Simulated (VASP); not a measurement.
# Bi2Te3 (Tellurobismuthite): electric field gradients with PBEsol

Crystal: Bi2Te3 (Tellurobismuthite).

```
Bi Te
1.0
     2.19066    1.26478   10.10047
    -2.19066    1.26478   10.10047
     0.00000   -2.52956   10.10047
Bi Te
2 3
Direct
  0.39986 0.39986 0.39986
  0.60014 0.60014 0.60014
  0.00000 0.00000 0.00000
  0.20995 0.20995 0.20995
  0.79005 0.79005 0.79005
```

| Quantity | Value |
| --- | --- |
| Program | VASP 6.6.1 |
| Task | electric field gradients |
| Functional | PBEsol |
| Potentials or basis | VASP PAW PBE potentials, release 64 (Bi_d, Te) |
| Cutoff | 520 eV |
| k mesh | 9 × 9 × 9 |
| Occupations | gaussian, width 0.01 eV |
| Spin | no spin polarisation |
| Dipole correction | no |
| Further INCAR settings | ALGO = Fast; EDIFF = 1e-08; NBANDS = 32 |

- Pressure: 0.0 GPa
- Largest force: 0.017 eV/Å
- Band gap on the k mesh: 0.20 eV, direct

Forces on the atoms (eV/Å):
```
Bi   0.000  0.000 -0.011
Bi   0.000  0.000  0.011
Te   0.000  0.000  0.000
Te   0.000  0.000 -0.017
Te   0.000  0.000  0.017
```

Levels at points of the mesh, in eV from the valence-band top:
```
           k point  band 21  band 22  band 23  band 24  band 25  band 26  band 27  band 28
(0.00, 0.00, 0.00)    -1.74    -0.89    -0.89     0.00     0.20     0.63     0.63     1.91
```

Electric field gradients, principal values (V/Å²):
| atom | Vxx | Vyy | Vzz |
| --- | --- | --- | --- |
| 1 Bi | -13.819 | -13.819 | 27.639 |
| 2 Bi | -13.819 | -13.819 | 27.639 |
| 3 Te | -43.020 | -43.020 | 86.040 |
| 4 Te | 1.557 | 1.557 | -3.115 |
| 5 Te | 1.557 | 1.557 | -3.115 |

Wall time 39 min on 1 thread of Intel(R) Xeon(R) 6975P-C (Granite Rapids), with other jobs on the host, peak memory 1.2 GiB.

The gap isn't set beside the measured one, since this odd mesh misses points on the zone boundary.

Caveat: the PAW data sets were made with another functional, which shifts forces and pressure a little; spin-orbit coupling is left out, which as a rule narrows the gap of such compounds by several tenths of an eV; an odd mesh through Γ misses points on the zone boundary, where band edges often lie.
